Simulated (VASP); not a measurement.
Crystal: TiAl.

```
Ti Al
1.0
     2.86726    0.00000    0.00000
    -1.43363    2.48312    0.00000
     0.00000    0.00000    4.67808
Ti Al
1 1
Direct
  0.00000 0.00000 0.00000
  0.33333 0.66667 0.50000
```

The cell comes from a database or a generator and needn't be the stable form of this composition.

| Property | Result |
| --- | --- |
| Program | VASP 6.6.1 |
| Task | relaxation of cell and atoms |
| Functional | LDA |
| Potentials or basis | VASP PAW LDA potentials, release 64 (Ti_sv, Al) |
| Cutoff | 600 eV |
| k mesh | 18 × 18 × 10 |
| Occupations | gaussian, width 0.1 eV |
| Spin | no spin polarisation |

At the start: pressure -6.0 GPa; volume 16.65 Å³/atom.

**Question.** Where does the relaxation end?

**Answer.** Over 8 steps the energy falls by 18.3 meV/atom and the volume is 15.73 Å³/atom (-5.6 %); space group P-6m2 (No. 187, to 0.05 Å).

Step by step:
| step | energy change (eV) | largest force (eV/Å) | pressure (GPa) | volume (Å³) |
| --- | --- | --- | --- | --- |
| 1 | 0.0000 | 0.0000 | -6.03 | 33.31 |
| 2 | -0.0211 | 0.0000 | 4.50 | 30.37 |
| 3 | -0.0363 | 0.0000 | -0.03 | 31.48 |
| 4 | -0.0363 | 0.0000 | 0.09 | 31.44 |
| 5 | -0.0365 | 0.0000 | 0.10 | 31.43 |
| 6 | -0.0365 | 0.0000 | 0.12 | 31.42 |
| 7 | -0.0365 | 0.0000 | -0.07 | 31.47 |
| 8 | -0.0365 | 0.0000 | -0.01 | 31.45 |

Final structure:
```cif
data_structure
_symmetry_space_group_name_H-M 'P 1'
_symmetry_Int_Tables_number 1
_cell_length_a 2.8117
_cell_length_b 2.8117
_cell_length_c 4.5938
_cell_angle_alpha 90.000
_cell_angle_beta 90.000
_cell_angle_gamma 120.000
_cell_volume 31.45
loop_
_atom_site_label
_atom_site_type_symbol
_atom_site_fract_x
_atom_site_fract_y
_atom_site_fract_z
_atom_site_occupancy
Ti1 Ti 0.00000 0.00000 0.00000 1
Al1 Al 0.33333 0.66667 0.50000 1
```
